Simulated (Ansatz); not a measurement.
Input of an Ansatz 0.2.0 run:

File input.yaml:

```yaml
crystal:
  lattice:
    - [2.9682645463, 0.0, 0.0]
    - [0.0002080834, 4.7076067549, 0.0]
    - [1.4835696211, 0.242353462, 7.0834647979]
  atoms:
    - { symbol: Ti, position: [0.00337187, 0.00038881, 0.00070319] }
    - { symbol: Ti, position: [0.34464021, 0.48025965, 0.31695987] }
    - { symbol: Ti, position: [0.66170814, 0.52047436, 0.68449636] }
    - { symbol: O, position: [0.44003816, 0.18543769, 0.1285388] }
    - { symbol: O, position: [0.77792634, 0.29772875, 0.45187807] }
    - { symbol: O, position: [0.10123624, 0.30895342, 0.80624322] }
    - { symbol: O, position: [0.90649721, 0.69183699, 0.19517157] }
    - { symbol: O, position: [0.22940715, 0.70300728, 0.54951473] }
    - { symbol: O, position: [0.56802567, 0.81530006, 0.87282718] }
hamiltonian:
  xc: pbe
  pseudopotentials: { kind: paw }
kpoints:
  mp_grid: { grid: [7, 5, 3] }
scf:
  occupations: { method: fermi_dirac, width: 0.05 }
output:
  forces: true
  stress: true
  eigenvalues: true
relax:
  f_tol: 0.01
  max_steps: 40
```

Potentials or basis: Ansatz PAW.

Launch:

```sh
$ ansatz run input.yaml --threads 4 --pin off --max-ram 11264MiB --backend cpu --events-out ev --progress --plain --runs-dir out
```

Q: Estimate the band gap on the k mesh.

A: 2.30 eV, indirect (least direct gap 2.31 eV).

Q: Predict the energy gained by relaxing.

A: 0.2 meV/atom.

Step by step:
```csv
step,energy change (eV),largest force (eV/Å)
1,0.0000,0.1186
2,-0.0017,0.0407
3,-0.0018,0.0252
4,-0.0020,0.0027
```

Caveat: odd divisions of the mesh miss points on the zone boundary, where band edges often lie, so the gap on the mesh can be too wide. A hybrid or GW would open this gap; PBE tends to underestimate it.
